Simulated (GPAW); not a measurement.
Wanted: an ASE script for a GPAW 26.7.0 run.

```yaml
Task: equation of state
Functional: revPBE
Dispersion: D4
Potentials_or_basis: the program's PAW data sets (release 1.2.1) made for this functional
Cutoff: 600 eV
Basis: pw
k_mesh: 6 × 6 × 6
Occupations: fermi-dirac, width 0.05 eV
Spin: no spin polarisation
Maxiter: 150
Eos_scales: "[0.94, 0.96, 0.98, 1.0, 1.02, 1.04, 1.06]"
```

The system is Sn.

```
Sn
1.0
     0.00000    3.23334    3.23334
     3.23334    0.00000    3.23334
     3.23334    3.23334    0.00000
Sn
2
Direct
  0.75000 0.75000 0.75000
  0.50000 0.50000 0.50000
```

This isn't the form of Sn at room conditions, which is tetragonal (white tin).

The input as run:

run.py

```python
from ase import Atoms
from ase.calculators.mixing import SumCalculator
from ase.eos import EquationOfState
from ase.io import Trajectory
from ase.units import GPa
from dftd4.ase import DFTD4
from gpaw import GPAW, PW

atoms = Atoms(['Sn', 'Sn'],
              cell=[[0.0, 3.2333428, 3.2333428],
                    [3.2333428, 0.0, 3.2333428],
                    [3.2333428, 3.2333428, 0.0]],
              scaled_positions=[[0.75, 0.75, 0.75],
                                [0.5, 0.5, 0.5]],
              pbc=True)

traj = Trajectory('eos.traj', 'w')
volumes, energies = [], []
for x in [0.94, 0.96, 0.98, 1.0, 1.02, 1.04, 1.06]:
    a = atoms.copy()
    a.set_cell(atoms.cell * x**(1 / 3), scale_atoms=True)
    calc = GPAW(mode=PW(600),
                xc='revPBE',
                kpts={'size': (6, 6, 6), 'gamma': True},
                occupations={'name': 'fermi-dirac', 'width': 0.05},
                nbands=24,
                convergence={'density': 1e-05, 'energy': 1e-05},
                maxiter=150,
                txt=f'eos-{x:.2f}.txt')
    a.calc = SumCalculator([calc, DFTD4(method='revpbe')])
    energies.append(a.get_potential_energy())
    volumes.append(a.get_volume())
    p = -a.get_stress()[:3].mean() / GPa
    calc.write(f'eos-{x:.2f}.gpw')
    traj.write(a)
    print(f'{x:.2f} {volumes[-1]:10.4f} A^3 {energies[-1]:14.6f} eV {p:9.3f} GPa', flush=True)

v0, e0, B = EquationOfState(volumes, energies, eos='birchmurnaghan').fit()
print(f'V0 = {v0:.4f} A^3, E0 = {e0:.6f} eV, B0 = {B / GPa:.2f} GPa')
```

Potentials or basis: the program's PAW data sets (release 1.2.1) made for this functional, pw.

Run with:

```bash
$ OMP_NUM_THREADS=1 python run.py
```

It gave:

```json
{
 "Equilibrium volume": "35.28 Å³/atom",
 "Bulk modulus": "40 GPa",
 "Pressure derivative of the bulk modulus": "4.9"
}
```

Wall time 110 s on 1 thread of Intel(R) Xeon(R) Platinum 8488C (Sapphire Rapids), with other jobs on the host, peak memory 0.26 GiB.
